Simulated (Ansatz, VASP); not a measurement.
# GaN in two plane-wave programs, part 2 of 2

Aim: how closely do two programs agree when they are given the same cell, functional and k mesh? The cell is taken from a series of VASP runs on this material, whose earlier steps may have relaxed, scaled or displaced it; both programs get it as it stands.

VASP 6.6.1 and Ansatz 0.2.0.

So far. Step 2 (VASP: band structure, PBE): The run ends at a pressure of 3.13 GPa, with forces up to 0.0048 eV/Å.

## Step 5: Ansatz: band structure, LDA, spin-orbit coupling

Level of this step: Ansatz beside VASP: Kohn-Sham DFT, plane waves, LDA, spin-orbit coupling (Ansatz).

The same path points are solved in both programs, so levels can be compared one by one.

The cell is taken from a series of VASP runs on this material, whose earlier steps may have relaxed, scaled or displaced it; both programs get it as it stands.

File input.yaml:

```yaml
crystal:
  lattice:
    - [3.1972, 0.0, 0.0]
    - [-1.5986, 2.768856421, 0.0]
    - [0.0, 0.0, 5.207]
  atoms:
    - { symbol: Ga, position: [0.3333333333, 0.6666666667, 0.0916875968] }
    - { symbol: Ga, position: [0.6666666667, 0.3333333333, 0.5916875968] }
    - { symbol: "N", position: [0.3333333333, 0.6666666667, 0.4683124032] }
    - { symbol: "N", position: [0.6666666667, 0.3333333333, 0.9683124032] }
hamiltonian:
  xc: lda
  pseudopotentials: { kind: paw_fr }
magnetization:
  noncollinear: true
  spin_orbit: true
kpoints:
  mp_grid: { grid: [8, 8, 4] }
  band_path:
    path:
      - [0.0, 0.0, 0.0]
      - [0.16667, 0.0, 0.0]
      - [0.33333, 0.0, 0.0]
      - [0.5, 0.0, 0.0]
      - [0.46296, 0.07407, 0.0]
      - [0.40741, 0.18519, 0.0]
      - [0.35185, 0.2963, 0.0]
      - [0.2963, 0.2963, 0.0]
      - [0.18519, 0.18519, 0.0]
      - [0.07407, 0.07407, 0.0]
      - [0.0, 0.0, 0.0]
      - [0.0, 0.0, 0.16667]
      - [0.0, 0.0, 0.33333]
      - [0.0, 0.0, 0.5]
      - [0.11111, 0.0, 0.5]
      - [0.33333, 0.0, 0.5]
      - [0.5, 0.0, 0.5]
      - [0.46296, 0.07407, 0.5]
      - [0.40741, 0.18519, 0.5]
      - [0.35185, 0.2963, 0.5]
      - [0.2963, 0.2963, 0.5]
      - [0.18519, 0.18519, 0.5]
      - [0.07407, 0.07407, 0.5]
      - [0.5, 0.0, 0.5]
      - [0.5, 0.0, 0.33333]
      - [0.5, 0.0, 0.16667]
      - [0.5, 0.0, 0.0]
      - [0.33333, 0.33333, 0.11111]
      - [0.33333, 0.33333, 0.27778]
      - [0.33333, 0.33333, 0.5]
    npoints: 1
scf:
  occupations: { method: gaussian, width: 0.03 }
  n_extra_bands: 16
output:
  forces: true
  stress: true
  eigenvalues: true
  write_density: true
  write_potential: true
  elf: true
  volumetric_format: npy
```

Command:

```bash
$ ansatz run input.yaml --threads 2 --pin off --max-ram 4608MiB --backend cpu --events-out ev --progress --plain --runs-dir out
```

Numbers of over 12 decimals in the logs are rounded to 6 here.

What it wrote:

```text
[...]
non-collinear run that drives no moment, with spin-orbit: no starting moment large enough to seed its density (crystal.atoms[].spin), no starting occupations that ask for one, no magnetisation constraint and no magnetic field, so the semilocal B_xc is pinned to zero
Crystal: 4 atoms, lattice volume = 46.095 Å³
Basis set: ecut = 420 eV, 917 PW (Γ)
[...]
k-point 1: bands = [... 32 lower, 9.0265, 9.0265, 9.0381, 9.0381, 12.2250, 12.2250, 13.3921, 13.3921, ... 12 higher]
  k-point 2: bands = [... 32 lower, 8.6702, 8.6702, 8.6702, 8.6702, 13.3150, 13.3150, 13.3150, 13.3150, ... 12 higher]
  k-point 29: bands = [... 32 lower, 7.6761, 7.6761, 7.6880, 7.6880, 15.0530, 15.0530, 15.0775, 15.0775, ... 12 higher]
[key lines of the parts left out:]
SCF converged after 8 iterations
Magnetization: |M| = 0.0000 μB,  M = (+0.0000, +0.0000, +0.0000) μB
Free energy (F): -8164.288671 eV
Fermi energy:    10.118101 eV
P = ⅓ Tr σ = -7.7685 GPa (-77.685 kbar)
```

It took 26 s on 2 threads of Arm Neoverse V1, shared host; peak memory 0.5 GiB.

## Step 6: VASP: band structure, LDA, spin-orbit coupling

The same cell, functional (in two slightly different forms), mesh and smearing now go to VASP, with its own data sets and cutoff.

File INCAR:

```
SYSTEM = GaN
PREC = Accurate
ENCUT = 460
EDIFF = 1E-06
NELM = 100
ISMEAR = 0
SIGMA = 0.03
LREAL = .FALSE.
ALGO = Normal
GGA = CA
LNONCOLLINEAR = .TRUE.
MAGMOM = 0 0 0 0 0 0 0 0 0 0 0 0
NBANDS = 48
GGA_COMPAT = .FALSE.
LASPH = .TRUE.
LSORBIT = .TRUE.
LORBIT = 11
LWAVE = .FALSE.
LCHARG = .FALSE.
KPAR = 8
```

File POSCAR:

```
GaN
1.0
    3.1972000000      0.0000000000      0.0000000000
   -1.5986000000      2.7688564210      0.0000000000
    0.0000000000      0.0000000000      5.2070000000
Ga N
2 2
Direct
    0.3333333333      0.6666666667      0.0916875968
    0.6666666667      0.3333333333      0.5916875968
    0.3333333333      0.6666666667      0.4683124032
    0.6666666667      0.3333333333      0.9683124032
```

File KPOINTS:

```
Automatic mesh
0
Gamma
8 8 4
0 0 0
```

File KPOINTS_OPT:

```
Line mode
10
Line-mode
Reciprocal
  0.00000000   0.00000000   0.00000000 GAMMA
  0.50000000   0.00000000   0.00000000 M

  0.50000000   0.00000000   0.00000000 M
  0.33333333   0.33333333   0.00000000 K

  0.33333333   0.33333333   0.00000000 K
  0.00000000   0.00000000   0.00000000 GAMMA

  0.00000000   0.00000000   0.00000000 GAMMA
  0.00000000   0.00000000   0.50000000 A

  0.00000000   0.00000000   0.50000000 A
  0.50000000   0.00000000   0.50000000 L

  0.50000000   0.00000000   0.50000000 L
  0.33333333   0.33333333   0.50000000 H

  0.33333333   0.33333333   0.50000000 H
  0.00000000   0.00000000   0.50000000 A

  0.50000000   0.00000000   0.50000000 L
  0.50000000   0.00000000   0.00000000 M

  0.33333333   0.33333333   0.00000000 K
  0.33333333   0.33333333   0.50000000 H
```

The projector-augmented-wave data sets are Ga_d and N (LDA family, release 64).

Command:

```bash
$ mpirun -np 8 vasp_ncl
```

What it wrote:

```text
[banner, memory and clock lines left out]
running    8 mpi-ranks, on    1 nodes
[...]
[... a notice as in an earlier step ...]

 LDA part: xc-table for (Slater(with rela. corr.)+CA(PZ))
 , standard interpolation
 POSCAR, INCAR and KPOINTS ok, starting setup
[...]
entering main loop
       N       E                     dE             d eps       ncg     rms          rms(c)
DAV:   1     0.373566642992E+03    0.37357E+03   -0.15102E+04  4408   0.259E+03
DAV:   2     0.428121736142E+02   -0.33075E+03   -0.30863E+03  3920   0.669E+02
DAV:   3    -0.268582298206E+02   -0.69670E+02   -0.67593E+02  4424   0.205E+02
DAV:   4    -0.317572799273E+02   -0.48991E+01   -0.48526E+01  4976   0.577E+01
[...]
DAV:  13    -0.278890394105E+02   -0.24910E-05   -0.75044E-05  4160   0.842E-02    0.315E-02
DAV:  14    -0.278890356345E+02    0.37760E-05   -0.18365E-05  5312   0.546E-02    0.609E-03
DAV:  15    -0.278890350248E+02    0.60977E-06   -0.56002E-06  4736   0.382E-02
   1 F= -.27889035E+02 E0= -.27889035E+02  d E =-.166318E-21  mag=    -0.0000     0.0000    -0.0000
 Start KPOINTS_OPT (optional k-point list driver)
k-point batch [1-40\90]
       N       E                     dE             ncg
DAV:   1     0.881272251827E+04   -0.17652E+05     4504
DAV:   2    -0.426656286790E+04   -0.13079E+05     3920
DAV:   3    -0.689385119602E+04   -0.26273E+04     4576
DAV:   4    -0.706768698789E+04   -0.17384E+03     4616
DAV:   5    -0.707352181159E+04   -0.58348E+01     4816
DAV:   6    -0.707367932512E+04   -0.15751E+00     5152
DAV:   7    -0.707368392294E+04   -0.45978E-02     5160
DAV:   8    -0.707368398062E+04   -0.57679E-04     5056
DAV:   9    -0.707368398161E+04   -0.98776E-06     3032
[...]
k-point batch [81-90\90]
       N       E                     dE             ncg
DAV:   1     0.368834371262E+05   -0.12052E+05     1104
DAV:   2     0.336563590639E+05   -0.32271E+04      960
DAV:   3     0.330066940861E+05   -0.64966E+03     1080
DAV:   4     0.329617440587E+05   -0.44950E+02     1256
DAV:   5     0.329608167659E+05   -0.92729E+00     1064
DAV:   6     0.329607762642E+05   -0.40502E-01     1392
DAV:   7     0.329607752941E+05   -0.97011E-03     1208
DAV:   8     0.329607752840E+05   -0.10113E-04     1312
DAV:   9     0.329607752839E+05   -0.14055E-06      712
```

From OUTCAR (step 6):

```text
  Total       -2.0622473     -2.0622473     -1.9808767      0.0000000      0.0000000     -0.0000000
  in kB      -71.6792601    -71.6792601    -68.8509915      0.0000000      0.0000000     -0.0000000
  external PRESSURE =     -70.7365039 kB  Pullay stress =       0.0000000 kB

 POSITION                                       TOTAL-FORCE (eV/Angst)
 -----------------------------------------------------------------------------------
     -0.00000      1.84590      0.47742         0.000000     -0.000000     -0.002965
      1.59860      0.92295      3.08092         0.000000      0.000000     -0.002965
     -0.00000      1.84590      2.43850         0.000000      0.000000      0.002965
      1.59860      0.92295      5.04200        -0.000000     -0.000000      0.002965
 -----------------------------------------------------------------------------------
    total drift:                               -0.000000      0.000000      0.001243

  FREE ENERGIE OF THE ION-ELECTRON SYSTEM (eV)
  ---------------------------------------------------
  free  energy   TOTEN  =       -27.8890350248 eV

  energy  without entropy=      -27.8890350248  energy(sigma->0) =      -27.88903502

 magnetization (x)
# of ion       s       p       d       tot
------------------------------------------
    1       -0.000   0.000  -0.000  -0.000
    2        0.000   0.000   0.000   0.000
    3        0.000   0.000   0.000   0.000
    4        0.000   0.000   0.000   0.000
--------------------------------------------------
tot          0.000   0.000   0.000   0.000

 magnetization (y)
# of ion       s       p       d       tot
------------------------------------------
    1       -0.000   0.000   0.000  -0.000
    2        0.000   0.000   0.000   0.000
    3        0.000   0.000   0.000   0.000
    4        0.000   0.000   0.000   0.000
--------------------------------------------------
tot         -0.000   0.000   0.000   0.000

 magnetization (z)
# of ion       s       p       d       tot
------------------------------------------
    1        0.000   0.000   0.000   0.000
    2        0.000   0.000   0.000   0.000
    3       -0.000  -0.000   0.000  -0.000
    4       -0.000   0.000   0.000  -0.000
--------------------------------------------------
tot         -0.000   0.000   0.000  -0.000

[... 1 part as in an earlier step ...]

[... 2 further parts left out ...]
[key lines of the parts left out:]
E-fermi :   5.1635
```

The run ends at a pressure of -7.07 GPa, with forces up to 0.0030 eV/Å.

## Step 7: Differences

What differs besides the data sets and the points named for the pairs above, as far as they apply: spin-orbit coupling enters by fully relativistic files in Ansatz and inside the spheres in VASP; the two LDA forms differ slightly; VASP's log shows a relativistic correction to its local exchange, Ansatz's none. Total energies have different zeros and are not compared.

Compared:

| quantity | Ansatz | VASP | difference |
| --- | --- | --- | --- |
| pressure (GPa) | -7.77 | -7.07 | -0.69 |
| pressure without Ansatz's Pulay correction (GPa) | -8.41 | -7.07 | -1.34 |
| gap over the path points (eV) | 1.847 | 1.864 | -0.017 |

Levels at points of the path, from each program's valence-band top (eV; 8 filled, then empty):

| k (reciprocal lattice) | Ansatz | VASP |
| --- | --- | --- |
| 0.000 0.000 0.000 | -1.02 -1.02 -0.05 -0.05 -0.01 -0.01 0.00 0.00 1.85 1.85 4.08 4.08 8.98 8.98 | -1.02 -1.02 -0.05 -0.05 -0.01 -0.01 0.00 0.00 1.86 1.86 4.10 4.10 8.99 8.99 |
| 0.167 0.000 0.000 | -1.74 -1.72 -1.55 -1.54 -0.34 -0.32 -0.25 -0.24 3.34 3.35 5.34 5.36 7.94 7.95 | -1.73 -1.72 -1.55 -1.54 -0.34 -0.32 -0.25 -0.24 3.35 3.36 5.36 5.37 7.94 7.95 |
| 0.333 0.000 0.000 | -3.92 -3.91 -2.38 -2.38 -1.29 -1.25 -0.76 -0.75 4.71 4.75 5.54 5.55 6.55 6.56 | -3.92 -3.90 -2.38 -2.38 -1.29 -1.25 -0.76 -0.75 4.72 4.75 5.54 5.55 6.55 6.56 |
| 0.500 0.000 0.000 | -4.21 -4.21 -2.74 -2.74 -2.21 -2.21 -1.00 -1.00 4.88 4.88 5.41 5.41 5.89 5.89 | -4.21 -4.21 -2.74 -2.74 -2.22 -2.22 -1.00 -1.00 4.88 4.88 5.42 5.42 5.88 5.88 |
| 0.463 0.074 0.000 | -4.18 -4.18 -3.00 -2.98 -2.24 -2.24 -1.22 -1.22 5.24 5.25 5.62 5.63 5.83 5.83 | -4.18 -4.18 -3.00 -2.98 -2.24 -2.24 -1.22 -1.22 5.24 5.25 5.63 5.63 5.83 5.83 |
| 0.407 0.185 0.000 | -4.35 -4.34 -3.58 -3.52 -2.42 -2.41 -2.04 -2.04 5.39 5.39 6.59 6.59 6.70 6.71 | -4.35 -4.34 -3.58 -3.53 -2.42 -2.41 -2.04 -2.04 5.38 5.39 6.60 6.60 6.71 6.72 |
| 0.352 0.296 0.000 | -5.14 -5.13 -3.20 -3.17 -2.81 -2.79 -2.68 -2.67 5.04 5.04 7.41 7.41 7.67 7.68 | -5.14 -5.13 -3.20 -3.17 -2.81 -2.79 -2.68 -2.67 5.03 5.03 7.42 7.42 7.69 7.69 |
| 0.296 0.296 0.000 | -4.80 -4.79 -3.48 -3.43 -2.58 -2.57 -2.54 -2.51 5.13 5.14 7.20 7.21 7.74 7.74 | -4.80 -4.79 -3.48 -3.44 -2.58 -2.57 -2.54 -2.51 5.12 5.13 7.22 7.22 7.75 7.76 |
| 0.185 0.185 0.000 | -4.06 -4.06 -2.76 -2.75 -1.26 -1.26 -1.12 -1.09 5.18 5.19 6.63 6.63 7.07 7.07 | -4.05 -4.05 -2.76 -2.75 -1.26 -1.26 -1.12 -1.08 5.19 5.21 6.63 6.63 7.08 7.08 |
| 0.074 0.074 0.000 | -1.55 -1.55 -1.06 -1.05 -0.22 -0.20 -0.19 -0.18 2.92 2.93 4.99 5.00 8.57 8.58 | -1.55 -1.55 -1.06 -1.04 -0.22 -0.20 -0.19 -0.18 2.94 2.94 5.00 5.01 8.57 8.58 |

Among the levels compared at these points, filled levels agree within 6 meV and empty ones within 17 meV. Ansatz's pressure holds a Pulay correction of 0.64 GPa; VASP's holds none.

## Step 8: VASP: dielectric response, LDA

The response to a field tests empty states and converges slowly with the mesh.

File INCAR:

```
SYSTEM = GaN
PREC = Accurate
ENCUT = 460
EDIFF = 1E-08
NELM = 100
ISMEAR = 0
SIGMA = 0.01
LREAL = .FALSE.
ALGO = Normal
GGA = CA
NBANDS = 24
LORBIT = 11
LWAVE = .FALSE.
LCHARG = .FALSE.
KPAR = 8
LEPSILON = .TRUE.
LPEAD = .TRUE.
```

POSCAR is that of step 6.

File KPOINTS:

```
Automatic mesh
0
Gamma
10 10 6
0 0 0
```

Command:

```bash
$ mpirun -np 8 vasp_std
```

What it wrote:

```text
[... set-up lines as in an earlier step ...]
 entering main loop
       N       E                     dE             d eps       ncg     rms          rms(c)
DAV:   1     0.256448340334E+03    0.25645E+03   -0.16965E+04  2824   0.257E+03
DAV:   2    -0.113333579561E+01   -0.25758E+03   -0.24681E+03  3064   0.487E+02
DAV:   3    -0.310244970459E+02   -0.29891E+02   -0.29646E+02  3096   0.135E+02
DAV:   4    -0.318636217667E+02   -0.83912E+00   -0.83791E+00  3472   0.254E+01
[...]
DAV:  20    -0.278781499630E+02    0.40130E-06   -0.13847E-06  4568   0.113E-02    0.209E-03
DAV:  21    -0.278781499686E+02   -0.55870E-08   -0.17086E-07  3848   0.305E-03    0.183E-04
DAV:  22    -0.278781499749E+02   -0.62391E-08   -0.13422E-08  1968   0.821E-04
   1 F= -.27878150E+02 E0= -.27878150E+02  d E =-.101102E-22
 Linear response reoptimize wavefunctions to high precision
DAV:   1    -0.278781499768E+02   -0.19754E-08   -0.18637E-09  1552   0.330E-04
DAV:   2    -0.278781499769E+02   -0.64574E-10   -0.29952E-10  1392   0.138E-04
 Linear response to external field (no local field effect), progress :
[...]
RMM:  11    -0.640400315687E+00   -0.47093E-06    0.51509E-08 16022   0.290E-04    0.158E-05
RMM:  12    -0.640401514481E+00   -0.11988E-05    0.13797E-07 11695   0.105E-04    0.454E-06
 change of polarisation eV/A/(eV/A) component  2 :    -0.186     1.214    -0.000
 dielectric tensor                  component  2 :    -0.731     5.766    -0.000
 Linear response to external field, progress :
  Direction:   3
       N       E                     dE             d eps       ncg     rms          rms(c)
RMM:   1    -0.110211750040E+00   -0.11021E+00    0.34729E+00  2287   0.927E+00
RMM:   2    -0.645196404528E+00   -0.53498E+00   -0.11789E-01  3215   0.203E+00    0.124E+00
RMM:   3    -0.643310945318E+00    0.18855E-02   -0.25692E-02  4665   0.828E-01    0.706E-01
RMM:   4    -0.661037543103E+00   -0.17727E-01   -0.13140E-02  5400   0.735E-01    0.511E-02
[...]
RMM:  10    -0.662461652297E+00    0.46235E-05   -0.42780E-07  5462   0.672E-04    0.938E-05
RMM:  11    -0.662462243394E+00   -0.59110E-06   -0.21397E-07  5292   0.244E-04    0.142E-05
RMM:  12    -0.662463538304E+00   -0.12949E-05   -0.55262E-08  3265   0.831E-05    0.300E-06
 change of polarisation eV/A/(eV/A) component  3 :    -0.137    -0.104     1.258
 dielectric tensor                  component  3 :    -0.536    -0.407     5.939
 Born effective charges drift removed
```

OUTCAR, selected parts (step 8):

```text
  Total       -2.1711322     -2.1711322     -2.0840199      0.0000000      0.0000000     -0.0000000
  in kB      -75.4638620    -75.4638620    -72.4360262      0.0000000      0.0000000     -0.0000000
  external PRESSURE =     -74.4545834 kB  Pullay stress =       0.0000000 kB

 POSITION                                       TOTAL-FORCE (eV/Angst)
 -----------------------------------------------------------------------------------
     -0.00000      1.84590      0.47742         0.000000      0.000000     -0.003304
      1.59860      0.92295      3.08092        -0.000000     -0.000000     -0.003304
     -0.00000      1.84590      2.43850        -0.000000      0.000000      0.003304
      1.59860      0.92295      5.04200         0.000000     -0.000000      0.003304
 -----------------------------------------------------------------------------------
    total drift:                               -0.000000      0.000000      0.001240

 MACROSCOPIC STATIC DIELECTRIC TENSOR (including local field effects in DFT)
 ------------------------------------------------------
           5.768074    -0.000000     0.000000
          -0.000000     5.768074     0.000000
          -0.000000     0.000000     5.939333
 ------------------------------------------------------

[... 1 part as in an earlier step ...]

[... 1 further part left out ...]
```

The dielectric response converges more slowly with the mesh than energies do, so tensor and charges may still move on a finer one.

## Step 9: Ansatz: dielectric response, LDA

The same cell, functional (in two slightly different forms) and mesh now go to Ansatz, which takes its cutoff from its data sets.

The cell is taken from a series of VASP runs on this material, whose earlier steps may have relaxed, scaled or displaced it; both programs get it as it stands.

File input.yaml:

```yaml
crystal:
  lattice:
    - [3.1972, 0.0, 0.0]
    - [-1.5986, 2.768856421, 0.0]
    - [0.0, 0.0, 5.207]
  atoms:
    - { symbol: Ga, position: [0.3333333333, 0.6666666667, 0.0916875968] }
    - { symbol: Ga, position: [0.6666666667, 0.3333333333, 0.5916875968] }
    - { symbol: "N", position: [0.3333333333, 0.6666666667, 0.4683124032] }
    - { symbol: "N", position: [0.6666666667, 0.3333333333, 0.9683124032] }
hamiltonian:
  xc: lda
  pseudopotentials: { kind: paw }
kpoints:
  mp_grid: { grid: [10, 10, 6] }
scf:
  occupations: { method: fixed }
dielectric:
  method: response
```

Command:

```bash
$ ansatz run input.yaml --threads 2 --pin off --max-ram 4608MiB --backend cpu --events-out ev --progress --plain --runs-dir out
```

What it wrote:

```text
[...]
Crystal: 4 atoms, lattice volume = 46.095 Å³
Basis set: ecut = 420 eV, 917 PW (Γ), exchange–correlation on 48×48×72 points (8 copies of the dense FFT grid, shifted against one another)
Bands: 22, of which v1, the nominal top of the filled ones, is band 18 counted from 1 (17 counted from 0)
Symmetry: 12 space group operations
k-points: 172 of 600 (irreducible under 2 space group operations, time reversal used)
[...]
0.00000    2.60699   -0.00000
[...]
site 2:
[...]
-0.00000   -0.00000   -2.74553
    site 3:
        -2.60699   -0.00000   -0.00000
        -0.00000   -2.60699    0.00000
         0.00000   -0.00000   -2.74553
  Z* charge neutrality: 1.906e-3 e pre-enforcement
  solved inside a basis spanned on kpoints, on 14×14×8 k-points, its susceptibility summed on 18×18×10: ε∞ is read to err by 2.1e-2, Z* by 1.5e-2 e (field_mesh: kpoints solves on kpoints); Z* is corrected for what the basis lacks
[key lines of the parts left out:]
SCF converged after 9 iterations
Free energy (F): -8164.142015 eV
Fermi energy:    9.190824 eV
```

Run time: 3.4 min. Hardware: 2 threads; peak memory 1.4 GiB.

## Step 10: Comparison

What differs besides the data sets and the points named for the pairs above, as far as they apply: VASP's response is taken on the typed mesh, Ansatz refines its own for the field response alone. Total energies have different zeros and are not compared.

Compared:

| quantity | Ansatz | VASP | difference |
| --- | --- | --- | --- |
| ε∞ xx | 5.85 | 5.77 | +1.40 % |
| ε∞ yy | 5.85 | 5.77 | +1.40 % |
| ε∞ zz | 6.02 | 5.94 | +1.37 % |
| Born charge of Ga1 (mean of the diagonal) (e) | 2.65 | 2.64 | +0.01 |
| Born charge of N3 (mean of the diagonal) (e) | -2.65 | -2.64 | -0.01 |

## Step 11: Summary of results

```json
{
 "difference in gap over the path points (band structure, PBE)": "-0.0076 eV",
 "difference in gap over the path points (band structure, LDA, spin-orbit coupling)": "-0.017 eV",
 "difference in pressure (band structure, LDA, spin-orbit coupling)": "-0.69 GPa",
 "difference in ε∞ xx (dielectric response, LDA)": "1.4 %"
}
```

In words: The difference in pressure is -0.69 GPa (band structure, LDA, spin-orbit coupling), within the 1 GPa picked in this series as the mark of a large difference. 4 further runs of this series are not shown here. Such differences can come from data sets, numerical settings and the points named under the comparisons, not from the functional's error against experiment.

[Lines on the potential files, build, host, timing and source positions are cut from VASP's logs without a mark.]

[Logs are printed without paths, hosts, clocks, repeated set-up lines and the standing remarks that a program may print on its own settings, such as how far it seeks lower states.]

[Hosts, paths, dates, database ids (printed as entryN), source tags and the programs' standing remarks are cut or masked in the printed files.]
